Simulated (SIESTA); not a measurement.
InAs:

```
CELL_PARAMETERS angstrom
0.00000 3.01800 3.01800
3.01800 0.00000 3.01800
3.01800 3.01800 0.00000
ATOMIC_POSITIONS crystal
In 0.00000 0.00000 0.00000
As 0.75000 0.75000 0.75000
```

| Property | Result |
| --- | --- |
| Program | SIESTA 5.4.2 |
| Task | relaxation of cell and atoms |
| Functional | PBE |
| Potentials or basis | PseudoDojo 0.4 standard (PBE files) |
| Basis | TZDP (energy shift 0.002 Ry; radii capped at 9.5 bohr) |
| Grid cutoff | 500 Ry |
| Energy shift | 0.002 Ry |
| k mesh | 8 × 8 × 8 |
| Occupations | fermi-dirac, width 0.05 eV |
| Spin | no spin polarisation |

At the start: pressure 5.4 GPa; volume 27.49 Å³/atom.

Q: Where does the relaxation end?

A: Over 3 steps the energy falls by 38.1 meV/atom and the volume is 30.04 Å³/atom (+9.3 %); space group F-43m (No. 216, to 0.05 Å).

Step by step:
```tsv
step	energy change (eV)	largest force (eV/Å)	pressure (GPa)	volume (Å³)
1	0.0000	0.0002	5.36	54.98
2	-0.0502	0.0011	3.01	56.90
3	-0.0761	0.0012	0.06	60.08
```

Final structure:
```yaml
crystal:
  lattice:
    - [0.00092, 3.10907, 3.10907]
    - [3.10907, 0.00092, 3.10907]
    - [3.10907, 3.10907, 0.00092]
  atoms:
    - { symbol: In, position: [0.99998, 0.99998, 0.99998] }
    - { symbol: As, position: [0.75002, 0.75002, 0.75002] }
```

Caveat: semicore shells carry a single zeta, which can move pressures by several GPa and volumes by a few percent; the basis of atomic orbitals isn't converged, which shifts pressures, moduli and gaps.
